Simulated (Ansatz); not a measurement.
Runs of Ansatz 0.2.0 on NaCl. It takes space group Fm-3m (No. 225, cubic). Conventional cell: a = 5.588 Å, b = 5.588 Å, c = 5.588 Å, α = 90.00°, β = 90.00°, γ = 90.00°. Cl (site symmetry m-3m) has 6 Na at 2.79 Å as nearest neighbours. Na (site symmetry m-3m) has 6 Cl at 2.79 Å as nearest neighbours. The cell is a database's computed one.

| task | level | cell | k mesh | smearing | atoms under strain | q mesh | points for each segment of the path | gap on the mesh (eV) | pressure (GPa) | relaxed volume (Å³/atom) |
| --- | --- | --- | --- | --- | --- | --- | --- | --- | --- | --- |
| single point | PBE | as given | 8 × 8 × 8 | gaussian 0.013 eV | - | - | - | 5.22 | 1.5 | - |
| elastic constants | PBEsol | as given | 6 × 6 × 6 | fixed | relaxed | - | - | 5.04 | (a) | - |
| elastic constants | PBE | as given | 6 × 6 × 6 | fixed | clamped | - | - | 5.22 | 1.5 | - |
| Born charges and dielectric tensor | PBE | as given | 8 × 8 × 8 | fixed | - | - | - | 5.22 | - | - |
| phonons | PBE | as given | 6 × 6 × 6 | fixed | - | 2 × 2 × 2 | 8 | 5.22 | - | - |
| single point | PBE | as given | 8 × 8 × 8 | gaussian 0.025 eV | - | - | - | 5.22 | 1.5 | - |
| relaxation of cell and atoms | revPBE | relaxed | 8 × 8 × 8 | fermi-dirac 0.05 eV | - | - | - | 5.04 | 0.0 | 24.69 |
| relaxation of cell and atoms | PBE+D4 | relaxed | 8 × 8 × 8 | fermi-dirac 0.05 eV | - | - | - | 5.12 | 0.0 | 22.37 |
| single point | PBE | as given | 8 × 8 × 8 | gaussian 0.022 eV | - | - | - | 5.22 | 1.5 | - |
| relaxation of cell and atoms | PBEsol+D4 | relaxed | 8 × 8 × 8 | fermi-dirac 0.05 eV | - | - | - | 5.07 | 0.0 | (b) |
| phonons | PBEsol | as given | 6 × 6 × 6 | fixed | - | 2 × 2 × 2 | 8 | 5.04 | - | - |
| single point | PBE | as given | 8 × 8 × 8 | gaussian 0.019 eV | - | - | - | 5.22 | 1.5 | - |

Alike in all rows: potentials or basis Ansatz PAW; no spin polarisation; cutoff (eV) 420.

Problem. Estimate the missing entries.

Solution. (a) 0.2; (b) 21.63.

Caveats: the PAW data sets come from PBE, with cores solved anew for the run's functional, which leaves a small shift of forces and pressure (some runs); the plane-wave basis is chosen anew once the cell has moved, so the energies of steps on either side of that aren't comparable (some runs).

A k mesh can miss the band edges.
